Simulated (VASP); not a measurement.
Wanted: an ASE script for a VASP 6.6.1 run.

* Task: single point
* Functional: vdW-DF
* Potentials or basis: VASP PAW PBE potentials, release 64 (Ti_sv)
* Cutoff: 450 eV
* k mesh: 11 × 11 × 11
* Occupations: gaussian, width 0.05 eV
* Spin: no spin polarisation
* Further INCAR settings: ALGO = Fast; EDIFF = 1.00e-06; NBANDS = 12; AMIX = 0.200000

The structure of Ti lies in Ti.xyz:

```xyz
1
Lattice="0.0000000000 2.0300000000 2.0300000000 2.0300000000 0.0000000000 2.0300000000 2.0300000000 2.0300000000 0.0000000000" Properties=species:S:1:pos:R:3 pbc="T T T"
Ti     0.0000000000      0.0000000000      0.0000000000
```

This isn't the form of Ti at room conditions, which is hcp.

One way to write it, as run:

run.py

```python
from ase.calculators.vasp import Vasp
from ase.dft.bandgap import bandgap
from ase.io import read

atoms = read('Ti.xyz')
calc = Vasp(
    directory='calc',
    xc='vdw-df',
    pp='PBE',
    setups='recommended',
    prec='Accurate',
    encut=450,
    ediff=1e-06,
    ismear=0,
    sigma=0.05,
    lreal=False,
    lasph=True,
    nelm=60,
    algo='Fast',
    isif=2,
    lwave=False,
    lcharg=True,
    lelf=True,
    lvhar=True,
    amix=0.2,
    kpts=[11, 11, 11],
    gamma=True,
    nbands=12,
)
atoms.calc = calc

print('energy (eV):', atoms.get_potential_energy())
print('free energy (eV):', atoms.get_potential_energy(force_consistent=True))
print('forces (eV/A):')
print(atoms.get_forces())
print('stress (eV/A^3, Voigt):', atoms.get_stress())
print('Fermi level (eV):', calc.get_fermi_level())
gap, top, bottom = bandgap(calc)
print('band gap (eV):', gap, 'from (spin, k, band)', top, 'to', bottom)
```

Potentials or basis: VASP PAW PBE potentials, release 64 (Ti_sv).

Command:

```sh
$ python run.py
```

It gave:

```
Pressure               : 6.4 GPa
Band gap on the k mesh : none (metal or under the smearing width)
```

Caveat: the PAW data sets were made with another functional, which shifts forces and pressure a little.

Wall time 31 s on 1 thread of Intel(R) Xeon(R) 6975P-C (Granite Rapids), with other jobs on the host, peak memory 0.22 GiB.
